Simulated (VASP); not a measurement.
Runs of VASP 6.6.1 on InSe. The cell holds a slab with vacuum, 8 atoms: a = 4.032 Å, b = 4.032 Å, c = 31.798 Å, α = 90.00°, β = 90.00°, γ = 120.00°. 

| task | level | potentials or basis | spin | cell | cutoff (eV) | dipole correction | gap on the mesh (eV) | largest force (eV/Å) |
| --- | --- | --- | --- | --- | --- | --- | --- | --- |
| band structure | LDA | VASP PAW LDA potentials, release 64 (Se, In_d) | off | P3m1, 55.96 Å³/atom | 520 | yes | (a) | 0.40 |
| relaxation of cell and atoms | PBE+D3(BJ) | VASP PAW PBE potentials, release 64 (Se, In_d) | off | relaxed | 600 | - | 1.03 | - |
| band structure | PBE+D3(BJ) | VASP PAW PBE potentials, release 64 (Se, In_d) | SOC, no magnetisation | P3m1, 55.96 Å³/atom | 520 | yes | - | 0.01 |
| band structure | PBE+D3(BJ) | VASP PAW PBE potentials, release 64 (Se, In_d) | off | P3m1, 55.96 Å³/atom | 520 | yes | 1.03 | - |

Alike in all rows: k mesh 9 × 9 × 1; smearing gaussian 0.03 eV.

Fill in the values left out.

(a) 0.87.

Caveats: spin-orbit coupling is left out, which moves the levels of the heavy elements (some runs).

A k mesh can miss the band edges, and rows without SOC leave out spin-orbit coupling on In, Se.
